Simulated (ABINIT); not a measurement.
Input of an ABINIT 10.8.3 (patched build) run:

Contents of run.abi:

```
ndtset 2

pp_dirpath "./"
pseudos "Pb.GGA_PBE-JTH_sp.xml, Te.GGA_PBE-JTH.xml"

acell 8.6347709725 8.6347709725 8.6347709725
rprim
     0.0000000000     0.7071067812     0.7071067812
     0.7071067812     0.0000000000     0.7071067812
     0.7071067812     0.7071067812     0.0000000000
ntypat 2
znucl 82 52
natom 2
typat 1 2
xcart
     0.0000000000     0.0000000000     0.0000000000
     3.2310000000     3.2310000000     3.2310000000 Angstrom

ecut 408.170794 eV
pawecutdg 30.0

ixc 23

occopt 3
tsmear 0.00183747

nstep 100

iomode 3
prtwf 0
prteig 0
prtebands 0
enunit 2
prtden1 1

kptopt1 1
ngkpt1 7 7 7
nshiftk1 1
shiftk1 0.0 0.0 0.0
nband1 9
tolvrs1 1.0e-9

iscf2 -2
getden2 1
nband2 13
nbdbuf2 2
tolwfr2 1.0e-12
kptopt2 -9
ndivsm2 6
prteig2 1
prtvol2 -3
kptbounds2
     0.0000000000     0.0000000000     0.0000000000
     0.5000000000     0.0000000000     0.5000000000
     0.5000000000     0.2500000000     0.7500000000
     0.3750000000     0.3750000000     0.7500000000
     0.0000000000     0.0000000000     0.0000000000
     0.5000000000     0.5000000000     0.5000000000
     0.6250000000     0.2500000000     0.6250000000
     0.5000000000     0.2500000000     0.7500000000
     0.5000000000     0.5000000000     0.5000000000
     0.3750000000     0.3750000000     0.7500000000
```

Potentials or basis: JTH PAW PBE v2.0 sp.

The run is started by

```sh
$ abinit run.abi > log 2>&1
```

(1) Predict the pressure.

(2) Predict the band gap along the path.

Answers

(1) -0.3 GPa.

(2) 0.66 eV, direct.

Caveat: this odd mesh misses L, where the gap lies, so gap, dielectric constants and Born charges aren't listed; the PAW data sets were made with another functional, which shifts forces and pressure a little; spin-orbit coupling is left out, which moves the levels of the heavy elements; this set keeps more shells in the core, which shifts pressures and gaps.

**Measured values to compare with.**

A printed reference work, monograph reports, for a bulk crystal of TePb at 4.2 K: band gap 0.19 eV (direct).

A measured gap of TePb is 0.19 eV (direct; 4.2 K; a printed reference work, monograph); the calculated 0.66 eV misses it by +0.47 eV. Spin-orbit coupling on Pb, Te is left out. The value is that of WC, without temperature or zero-point motion.
